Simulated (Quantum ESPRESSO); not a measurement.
A calculation with Quantum ESPRESSO 7.5 of AlN (ASE script, Cartesian positions):

run.py

```python
import numpy as np
from ase.calculators.espresso import Espresso, EspressoProfile
from ase.io import read

atoms = read('AlN.xyz')

input_data = {
    'control': {'calculation': 'scf', 'prefix': 'pwscf', 'outdir': './tmp', 'tprnfor': True, 'tstress': True, 'disk_io': 'nowf'},
    'system': {'ecutwfc': 60.0, 'ecutrho': 480.0, 'nbnd': 9, 'occupations': 'smearing', 'smearing': 'fd', 'degauss': 0.00367493},
    'electrons': {'conv_thr': 4e-10, 'electron_maxstep': 120, 'mixing_beta': 0.5},
}
pseudopotentials = {'N': 'N.pbe-n-radius_5.UPF', 'Al': 'Al.pbe-n-kjpaw_psl.1.0.0.UPF'}
profile = EspressoProfile(command='pw.x', pseudo_dir='pseudo')
atoms.calc = Espresso(profile=profile, input_data=input_data, pseudopotentials=pseudopotentials, kpts=(10, 10, 10), koffset=(0, 0, 0))

print(f'energy {atoms.get_potential_energy():.8f} eV')
print('forces (eV/A)')
print(np.round(atoms.get_forces(), 6))
print('stress (eV/A^3, Voigt)')
print(np.round(atoms.get_stress(), 8))
print(f'Fermi level {atoms.calc.get_fermi_level():.4f} eV')
```

Contents of AlN.xyz:

```xyz
2
Lattice="0.0000000000 2.1839935596 2.1839935596 2.1839935596 0.0000000000 2.1839935596 2.1839935596 2.1839935596 0.0000000000" Properties=species:S:1:pos:R:3 pbc="T T T"
Al     0.0000000000      0.0000000000      0.0000000000
N      1.0919967798      1.0919967798      1.0919967798
```

Potentials or basis: SSSP 1.3 efficiency PBE.

Run with:

```bash
$ OMP_NUM_THREADS=1 python run.py
```

Measurements of this composition are mostly on another form, of space group No. 186.

Q: Write the same calculation in another form: native input, structure typed inline.

A: As run:

The input pw.in:

```
&CONTROL
  calculation = 'scf'
  prefix = 'pwscf'
  outdir = './tmp'
  pseudo_dir = './pseudo'
  tprnfor = .true.
  tstress = .true.
  disk_io = 'low'
/
&SYSTEM
  ibrav = 0
  nat = 2
  ntyp = 2
  ecutwfc = 60
  ecutrho = 480
  nbnd = 9
  occupations = 'smearing'
  smearing = 'fd'
  degauss = 0.00367493
/
&ELECTRONS
  conv_thr = 4d-10
  electron_maxstep = 120
  mixing_beta = 0.5
/
ATOMIC_SPECIES
Al    26.9815 Al.pbe-n-kjpaw_psl.1.0.0.UPF
N     14.0070 N.pbe-n-radius_5.UPF
CELL_PARAMETERS angstrom
   0.0000000000    2.1839935596    2.1839935596
   2.1839935596    0.0000000000    2.1839935596
   2.1839935596    2.1839935596    0.0000000000
ATOMIC_POSITIONS crystal
Al     0.0000000000    0.0000000000    0.0000000000
N      0.2500000000    0.2500000000    0.2500000000
K_POINTS automatic
10 10 10 0 0 0
```

File pp_density.in:

```
&INPUTPP
  prefix = 'pwscf'
  outdir = './tmp'
  filplot = 'density.dat'
  plot_num = 0
/
&PLOT
  nfile = 1
  filepp(1) = 'density.dat'
  iflag = 3
  output_format = 6
  fileout = 'density.cube'
/
```

Contents of pp_potential.in:

```
&INPUTPP
  prefix = 'pwscf'
  outdir = './tmp'
  filplot = 'potential.dat'
  plot_num = 11
/
&PLOT
  nfile = 1
  filepp(1) = 'potential.dat'
  iflag = 3
  output_format = 6
  fileout = 'potential.cube'
/
```

Potentials or basis: SSSP 1.3 efficiency PBE.

The run is started by

```console
$ OMP_NUM_THREADS=1 pw.x -in pw.in > pw.out
$ OMP_NUM_THREADS=1 pp.x -in pp_density.in > pp_density.out
$ OMP_NUM_THREADS=1 pp.x -in pp_potential.in > pp_potential.out
```

Both were run:

|  | ASE script, Cartesian positions | native input, structure typed inline |
| --- | --- | --- |
| Pressure | 5.0 GPa | 5.0 GPa |
| Band gap on the k mesh | 3.32 eV, indirect (least direct gap 4.21 eV) | 3.32 eV, indirect (least direct gap 4.21 eV) |

Keys that steer only the numerical path or the files written may differ.
